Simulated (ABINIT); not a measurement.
**As in ABINIT: convergence with pawecutdg**

Input of the first run (pawecutdg 18.5); the others differ in this setting and in those tied to it:

File run.abi:

```
pp_dirpath "./"
pseudos "As.GGA_PBE-JTH_sp.xml"

acell 3*1.0 Angstrom
rprim
     2.7036817444     0.0000000000     0.0000000000
     0.0000000000     2.7036817444     0.0000000000
     0.0000000000     0.0000000000     2.7036817444
ntypat 1
znucl 33
natom 1
typat 1
xred
     0.5000000000     0.5000000000     0.5000000000

ecut 18.0
pawecutdg 18.5

kptopt 1
ngkpt 10 10 10
nshiftk 1
shiftk 0.0 0.0 0.0

ixc -497498
usekden 1
pawxcdev 0

nband 7
occopt 7
tsmear 0.00367493

nstep 100
tolvrs 1.0e-7

iomode 3
prtwf 0
prtden 0
prteig 0
prtebands 0
enunit 1
```

Potentials or basis: JTH PAW PBE v2.0 sp.

Command:

```sh
$ abinit run.abi > log 2>&1
```

This isn't the form of As at room conditions, which is rhombohedral.

Hardware: 1 thread of Arm Neoverse V2, with other jobs on the host.

Q: The values tried are 18.5, 21.6, 27, 32.4, 39.6, 48.6, 59.4, loosest first. From which on does the pressure stay within 0.1 GPa of the tightest run that finished?

A: From 48.6 on.

```csv
pawecutdg,"energy less the tightest run, at zero smearing (meV/atom)",pressure (GPa),SCF cycles,CPU time (s),peak memory (GiB)
18.5,-123.09,4.15,6,8.6,0.07
21.6,-22.07,0.49,6,8.6,0.08
27,-28.92,1.27,6,8.7,0.07
32.4,-4.27,-0.54,6,8.7,0.08
39.6,-1.89,-0.08,6,8.7,0.08
48.6,-1.10,-0.36,6,9,0.08
59.4,0.00,-0.45,6,9,0.08
```

Not settled before the last step: the energy (to 1 meV/atom). The tightest run that finished is the yardstick and may itself not be fully converged.

Caveat, for the tightest run too: the PAW data sets were made with another functional, which shifts forces and pressure a little; this set keeps more shells in the core, which shifts pressures and gaps.
